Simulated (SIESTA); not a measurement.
Te:

```xyz
3
Lattice="4.4540 0.0000 0.0000 -2.2270 3.8573 0.0000 0.0000 0.0000 5.9240" Properties=species:S:1:pos:R:3 pbc="T T T"
Te    1.6279    2.8197    0.0000
Te   -0.5991    1.0376    3.9493
Te    1.1981    0.0000    1.9747
```

Base run:

```yaml
Program: SIESTA 5.4.2
Functional: BLYP
Potentials_or_basis: PseudoDojo 0.4 standard (PBE files)
Basis: DZP (energy shift 0.003 Ry; two zetas on semicore shells)
Grid_cutoff: 500 Ry
Energy_shift: 0.003 Ry
k_mesh: 7 × 7 × 5
Occupations: fermi-dirac, width 0.05 eV
Spin: no spin polarisation
```

Its results: pressure 6.4 GPa; largest force 0.665 eV/Å.

**Question.** The run is repeated on the same cell with these changes: functional from BLYP to vdW-DF-cx. What comes out?

**Answer.** Pressure 1.2 GPa; largest force 0.610 eV/Å.

Caveats: the potentials were made for another functional, which shifts forces and pressure; the basis of atomic orbitals isn't converged, which shifts pressures, moduli and gaps.

Not every run made on this cell is shown here.
